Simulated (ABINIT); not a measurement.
# MgO (Fm-3m) in ABINIT: further runs, part 2 of 2

ABINIT 10.8.3 (patched build). The steps go on from the part before.

### 6 Band structure, BP86

run.abi

```
ndtset 2

pp_dirpath "./"
pseudos "Mg.GGA_PBE-JTH.xml, O.GGA_PBE-JTH.xml"

acell 5.6041865537 5.6041865537 5.6041865537
rprim
     0.0000000000     0.7071067812     0.7071067812
     0.7071067812     0.0000000000     0.7071067812
     0.7071067812     0.7071067812     0.0000000000
ntypat 2
znucl 12 8
natom 2
typat 1 2
xred
     0.0000000000     0.0000000000     0.0000000000
     0.5000000000     0.5000000000     0.5000000000

ecut 23.0
pawecutdg 45.0

ixc -106132

occopt 3
tsmear 0.05 eV

nstep 100

iomode 3
prtwf 0
prteig 0
prtebands 0
prtden1 1
prtvha1 1
prtvclmb1 1
prtpot1 1

kptopt1 1
ngkpt1 11 11 11
nshiftk1 1
shiftk1 0.0 0.0 0.0
nband1 12
tolvrs1 1.0e-9

iscf2 -2
getden2 1
nband2 18
nbdbuf2 4
tolwfr2 1.0e-11
kptopt2 -9
ndivsm2 6
prteig2 1
kptbounds2
     0.0000000000     0.0000000000     0.0000000000
     0.5000000000     0.0000000000     0.5000000000
     0.5000000000     0.2500000000     0.7500000000
     0.3750000000     0.3750000000     0.7500000000
     0.0000000000     0.0000000000     0.0000000000
     0.5000000000     0.5000000000     0.5000000000
     0.6250000000     0.2500000000     0.6250000000
     0.5000000000     0.2500000000     0.7500000000
     0.5000000000     0.5000000000     0.5000000000
     0.3750000000     0.3750000000     0.7500000000
```

Potentials or basis: JTH PAW PBE v2.0.

Started as:

```console
abinit run.abi > log 2>&1
```

run.abo:

```text
.Version 10.8.3 of ABINIT
 DATASET    1 : space group Fm -3 m (#225); Bravais cF (face-center cubic)
================================================================================
 Values of the parameters that define the memory need for DATASET  1.
     intxc =       0    ionmov =       0      iscf =      17    lmnmax =       8
     lnmax =       4     mgfft =      27  mpssoang =       2    mqgrid =    3001
     natom =       2  nloc_mem =       2    nspden =       1   nspinor =       1
    nsppol =       1      nsym =      48    n1xccc =       1    ntypat =       2
    occopt =       3   xclevel =       2
       mpw =         670          nfft =       19683          nkpt =          56
 PAW method is used; the additional fine FFT grid is defined by:
   mgfftf=        36    nfftf =     46656
================================================================================
================================================================================

 DATASET    2 : space group Fm -3 m (#225); Bravais cF (face-center cubic)
================================================================================
 Values of the parameters that define the memory need for DATASET  2.
     intxc =       0    ionmov =       0      iscf =      -2    lmnmax =       8
     lnmax =       4     mgfft =      27  mpssoang =       2    mqgrid =    3001
     natom =       2  nloc_mem =       2    nspden =       1   nspinor =       1
    nsppol =       1      nsym =      48    n1xccc =       1    ntypat =       2
    occopt =       3   xclevel =       2
       mpw =         670          nfft =       19683          nkpt =         103
 PAW method is used; the additional fine FFT grid is defined by:
   mgfftf=        36    nfftf =     46656
================================================================================
================================================================================

--------------------------------------------------------------------------------
------------- Echo of variables that govern the present computation ------------
--------------------------------------------------------------------------------
 -outvars: echo values of preprocessed input variables --------
            acell      5.6041865537E+00  5.6041865537E+00  5.6041865537E+00 Bohr
              amu      2.43050000E+01  1.59994000E+01
             ecut      2.30000000E+01 Hartree
           getden1          0
           getden2          1
             iscf1         17
             iscf2         -2
                       outvar_i_n : Printing only first  50 k-points.
              ixc     -106132
           jdtset        1    2
                       outvar_i_n : Printing only first  50 k-points.
           kptopt1          1
           kptopt2         -9
         kptrlatt       11    0    0      0   11    0      0    0   11
          kptrlen1     6.16460521E+01
          kptrlen2     3.00000000E+01
            natom           2
            nband1         12
            nband2         18
           nbdbuf1          0
           nbdbuf2          4
           ndtset           2
           ndivsm1          0
           ndivsm2          6
            ngfft          27      27      27
          ngfftdg          36      36      36
             nkpt1         56
             nkpt2        103
            nstep         100
             nsym          48
           ntypat           2
                       prtocc : prtvol=0, do not print more k-points.
           occopt           3
        pawecutdg      4.50000000E+01 Hartree
         pawxcdev           0
        prtebands           0
           prteig1          0
           prteig2          1
           prtpot1          1
           prtpot2          0
         prtvclmb1          1
[... 974 lines left out ...]
  8.8740E-01  1.1098E+00  1.2220E+00  1.2526E+00  1.2545E+00  1.4858E+00
 Non-SCF case, kpt  103 (  0.37500  0.37500  0.75000), residuals and eigenvalues=
  5.01E-12  4.81E-12  3.19E-12  3.06E-12  8.89E-13  2.43E-12  3.43E-12  1.57E-12
  1.57E-12  8.14E-12  5.94E-12  2.35E-12  1.21E-12  4.17E-12  6.23E-12  8.21E-12
  4.74E-12  7.09E-05
 -2.4521E+00 -1.2319E+00 -1.2314E+00 -1.2304E+00 -3.7517E-01  7.4306E-02
  1.0263E-01  1.6025E-01  5.7894E-01  6.4340E-01  6.7100E-01  8.7883E-01
  8.8343E-01  1.1321E+00  1.2128E+00  1.2433E+00  1.2664E+00  1.5126E+00

--- !ResultsGS
iteration_state: {dtset: 2, }
comment   : Summary of ground state results
lattice_vectors:
- [  0.0000000,   3.9627583,   3.9627583, ]
- [  3.9627583,   0.0000000,   3.9627583, ]
- [  3.9627583,   3.9627583,   0.0000000, ]
lattice_lengths: [   5.60419,    5.60419,    5.60419, ]
lattice_angles: [ 60.000,  60.000,  60.000, ] # degrees, (23, 13, 12)
lattice_volume:   1.2445798E+02
convergence: {deltae:  0.000E+00, res2:  0.000E+00, residm:  9.996E-12, diffor:  0.000E+00, }
etotal    :  -7.98431511E+01
entropy   :   0.00000000E+00
fermie    :   3.12982505E-01
cartesian_stress_tensor: null
pressure_GPa: null
xred      :
- [  0.0000E+00,   0.0000E+00,   0.0000E+00, Mg]
- [  5.0000E-01,   5.0000E-01,   5.0000E-01,  O]
cartesian_forces: null
force_length_stats: {min: null, max: null, mean: null, }
...

 Integrated electronic density in atomic spheres:
 ------------------------------------------------
 Atom  Sphere_radius  Integrated_density
    1        1.90158          8.30060312
    2        1.41465          4.60553004

================================================================================

 ----iterations are completed or convergence reached----

 Mean square residual over all n,k,spin=   34.032E-13; max=  99.958E-13
 reduced coordinates (array xred) for    2 atoms
       0.000000000000      0.000000000000      0.000000000000
       0.500000000000      0.500000000000      0.500000000000

 cartesian coordinates (angstrom) at end:
    1      0.00000000000000     0.00000000000000     0.00000000000000
    2      2.09700139131405     2.09700139131405     2.09700139131405
 length scales=  5.604186553700  5.604186553700  5.604186553700 bohr
              =  2.965607807855  2.965607807855  2.965607807855 angstroms
 Eigenvalues (hartree) for nkpt= 103  k points:
 kpt#   1, nband= 18, wtk=  1.00000, kpt=  0.0000  0.0000  0.0000 (reduced coord)
  -2.45258   -1.22954   -1.22954   -1.22954   -0.43348    0.20267    0.20267    0.20267
   0.38396    0.78672    0.78672    0.78672    0.93727    0.99534    0.99534    1.11400
   1.11400    1.11400
 kpt#   2, nband= 18, wtk=  1.00000, kpt=  0.0294  0.0000  0.0294 (reduced coord)
  -2.45258   -1.22957   -1.22955   -1.22955   -0.43301    0.19999    0.20215    0.20215
   0.38698    0.77923    0.78791    0.78791    0.94693    0.98699    0.99632    1.11548
   1.11548    1.12136
 kpt#   3, nband= 18, wtk=  1.00000, kpt=  0.0588  0.0000  0.0588 (reduced coord)
  -2.45257   -1.22965   -1.22958   -1.22958   -0.43159    0.19250    0.20063    0.20063
   0.39550    0.76085    0.79143    0.79143    0.96636    0.97178    0.99928    1.11991
   1.11991    1.13903
 kpt#   4, nband= 18, wtk=  1.00000, kpt=  0.0882  0.0000  0.0882 (reduced coord)
  -2.45255   -1.22978   -1.22963   -1.22963   -0.42927    0.18148    0.19820    0.19820
   0.40826    0.73777    0.79710    0.79710    0.93970    1.00419    1.00567    1.12733
   1.12733    1.16068
 kpt#   5, nband= 18, wtk=  1.00000, kpt=  0.1176  0.0000  0.1176 (reduced coord)
[... 381 lines left out ...]
   0.57530    0.65585    0.68602    0.85814    0.91038    1.07335    1.19667    1.25911
   1.27387    1.41327
 kpt# 101, nband= 18, wtk=  1.00000, kpt=  0.4000  0.4000  0.7000 (reduced coord)
  -2.45216   -1.23197   -1.23126   -1.23027   -0.37641    0.07172    0.10449    0.16390
   0.58135    0.65447    0.67435    0.86660    0.89644    1.08978    1.21959    1.24949
   1.26303    1.44763
 kpt# 102, nband= 18, wtk=  1.00000, kpt=  0.3875  0.3875  0.7250 (reduced coord)
  -2.45215   -1.23185   -1.23141   -1.23033   -0.37556    0.07618    0.09938    0.16188
   0.58191    0.65141    0.66908    0.87355    0.88740    1.10980    1.22200    1.25258
   1.25453    1.48575
 kpt# 103, nband= 18, wtk=  1.00000, kpt=  0.3750  0.3750  0.7500 (reduced coord)
  -2.45214   -1.23187   -1.23139   -1.23039   -0.37517    0.07431    0.10263    0.16025
   0.57894    0.64340    0.67100    0.87883    0.88343    1.13212    1.21280    1.24335
   1.26643    1.51256

== END DATASET(S) ==============================================================
================================================================================

 -outvars: echo values of variables after computation  --------
            acell      5.6041865537E+00  5.6041865537E+00  5.6041865537E+00 Bohr
           etotal1    -7.9843151123E+01
            fcart1    -0.0000000000E+00 -0.0000000000E+00 -0.0000000000E+00
                      -0.0000000000E+00 -0.0000000000E+00 -0.0000000000E+00
            rprim      0.0000000000E+00  7.0710678120E-01  7.0710678120E-01
                       7.0710678120E-01  0.0000000000E+00  7.0710678120E-01
                       7.0710678120E-01  7.0710678120E-01  0.0000000000E+00
           strten1    -2.4780131868E-04 -2.4780131868E-04 -2.4780131868E-04
                       0.0000000000E+00  0.0000000000E+00  0.0000000000E+00
           xangst      0.0000000000E+00  0.0000000000E+00  0.0000000000E+00
                       2.0970013913E+00  2.0970013913E+00  2.0970013913E+00
             xred      0.0000000000E+00  0.0000000000E+00  0.0000000000E+00
                       5.0000000000E-01  5.0000000000E-01  5.0000000000E-01
 Calculation completed.
```

It took 36 s on 1 thread of Arm Neoverse V1, shared host; peak memory 0.11 GiB.

What came out:

| Quantity | Value |
| --- | --- |
| Free energy | -2172.6428 eV |
| Pressure | 7.3 GPa |
| Band gap on the k mesh | 4.93 eV, direct |
| Band gap along the path | 4.93 eV, direct |
| Valence electrons inside the program's atomic spheres | Mg 8.30; O 4.61 |

Levels at the corners of the path, in eV from the valence-band top:
```
point  band 6  band 7  band 8  band 9  band 10  band 11
    Γ    0.00    0.00    0.00    4.93    15.89    15.89
    X   -4.08   -1.35   -1.35    9.23    10.17    13.34
    W   -2.96   -2.96   -1.79   11.83    11.83    12.39
    K   -3.49   -2.72   -1.15   10.24    11.99    12.74
    Γ    0.00    0.00    0.00    4.93    15.89    15.89
    L   -4.64   -0.67   -0.67    8.07    12.85    16.51
    U   -3.49   -2.72   -1.15   10.24    11.99    12.74
    W   -2.96   -2.96   -1.79   11.83    11.83    12.39
    L   -4.64   -0.67   -0.67    8.07    12.85    16.51
    K   -3.49   -2.72   -1.15   10.24    11.99    12.74
```

Caveat: the PAW data sets were made with another functional, which shifts forces and pressure a little.

### 7 Summary

```tsv
task	level	dispersion computed by	gap on the mesh (eV)	pressure (GPa)	V0 of scaled cells (Å³/atom)	B0 (GPa)
band structure	HCTH407	-	5.33	9.2	-	-
equation of state	PBEsol	-	-	-	9.38	158
equation of state	RPBE+D4	dftd4 4.3.1	-	-	9.46	147
equation of state	rPW86PBE	-	-	-	-	-
band structure	BP86	-	4.93	7.3	-	-
```

Alike in all rows: potentials or basis JTH PAW PBE v2.0; no spin polarisation; cell as given; k mesh 11 × 11 × 11; cutoff (eV) 626; smearing fermi-dirac 0.05 eV.

Caveats: the PAW data sets were made with another functional, which shifts forces and pressure a little; pressures at fixed basis lie under the slope of the energies (some runs); the minimum lies outside the volumes run (some runs).

Absolute energies hang on the potentials; compare differences alone.

### 8 Comparison with measurements

Step 2. Against the measured gap of MgO, 7.83 eV (quoted in “Electronic structure of alkaline earth and post-transition metal oxides”, 2009, arxiv:0908.1581), the calculated 5.33 eV is off by -2.50 eV. The value is that of HCTH407, without temperature or zero-point motion. The cell is a database's relaxed one, not the measured one, which moves gaps too.

Step 6. Against the measured gap of MgO, 7.83 eV (quoted in “Electronic structure of alkaline earth and post-transition metal oxides”, 2009, arxiv:0908.1581), the calculated 4.93 eV is off by -2.90 eV. The value is that of BP86, without temperature or zero-point motion. The cell is a database's relaxed one, not the measured one, which moves gaps too.
